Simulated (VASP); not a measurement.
A run of VASP 6.6.1 is set up as follows.

File INCAR:

```
ALGO = Normal ; EDIFF = 1E-7
ENCUT = 520 ; GGA = PE
ISIF = 2 ; ISMEAR = -1
ISPIN = 2 ; LASPH = True
LCHARG = False ; LMAXMIX = 4
LORBIT = 11 ; LREAL = False
LWAVE = False ; MAGMOM = 2 3
NBANDS = 20 ; NELM = 150
PREC = Accurate ; SIGMA = 0.05
```

File KPOINTS:

```
k-points
0
Gamma
  9 9 9
```

Contents of POSCAR:

```
FeCo
1.0
    2.8570000000      0.0000000000      0.0000000000
    0.0000000000      2.8570000000      0.0000000000
    0.0000000000      0.0000000000      2.8570000000
Co Fe
1 1
Direct
    0.0176420000     -0.0010790000      0.0098900000
    0.5056640000      0.4958460000      0.5046440000
```

Potentials or basis: VASP PAW PBE potentials, release 64 (Co, Fe).

The run is started by

```bash
$ cat potpaw_PBE.64/Co/POTCAR potpaw_PBE.64/Fe/POTCAR > POTCAR
$ mpirun -np 1 vasp_std > vasp.out
```

(1) Estimate the band gap on the k mesh.

(2) Estimate the site moments.

(3) What does it give for the net moment?

Results:

(1) none (metal or under the smearing width).

(2) Co +1.76; Fe +2.77 μB.

(3) 4.50 μB per cell.
